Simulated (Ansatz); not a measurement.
Formation energy of PbO (WC-type structure)

Method: r²SCAN, scalar-relativistic; no spin polarisation; PAW, 500 eV, Γ-centred 12×12×10 mesh, 0.05 eV Gaussian smearing; code Ansatz; PAW files: Ansatz's generated set soft_2.

This is a trial structure; measured cells of the compound in the Crystallography Open Database are in space groups Pbcm, P4/nmm.

The structure is hexagonal, space group P-6m2 (No. 187). The conventional cell has a = 3.526 Å, b = 3.526 Å, c = 3.267 Å, α = 90.00°, β = 90.00°, γ = 120.00°. Around Pb (site symmetry -6m2) lie 6 O at 2.61 Å. O (site symmetry -6m2) is surrounded by 6 Pb at 2.61 Å. (Neighbours are counted to 15 % beyond the shortest distance.)

The elements were computed in their standard states (gases as isolated molecules) with the same datasets, cutoff and functional. Total energies depend on the potentials used, so only differences within one code and one set of settings carry meaning.

Energy of the relaxed cell (2 atoms, smearing extrapolated to zero): -12488.617 eV. Elements, in eV/atom: Pb -11920.859, O -565.983.

Question: What is the formation energy?

Answer: [-12488.617 − (1 × -11920.859 + 1 × -565.983)] / 2 = -0.89 eV/atom, or -86 kJ per mole of atoms.

The value is for 0 K, without zero-point energy and without any correction for the binding of gas molecules. Uncorrected semilocal values for oxides, chalcogenides and halides often miss by tenths of an eV an atom. A negative value shows stability against the elements alone, not against other compounds or structures.

Bader charges against formal ones: Pb +1.23 (+2), O −1.23 (−2). The cations give up 62 % of the formal charge; Bader charges stay under formal ones because the anions' density reaches into the cations' basins, the more so the higher the formal charge and the softer the anion.

Scalar-relativistic only: spin–orbit splittings of the heavy atoms' levels are missing. A displaced or strained copy of the relaxed cell lay 4.2 meV/atom lower, so the structure isn't a true minimum at this level.
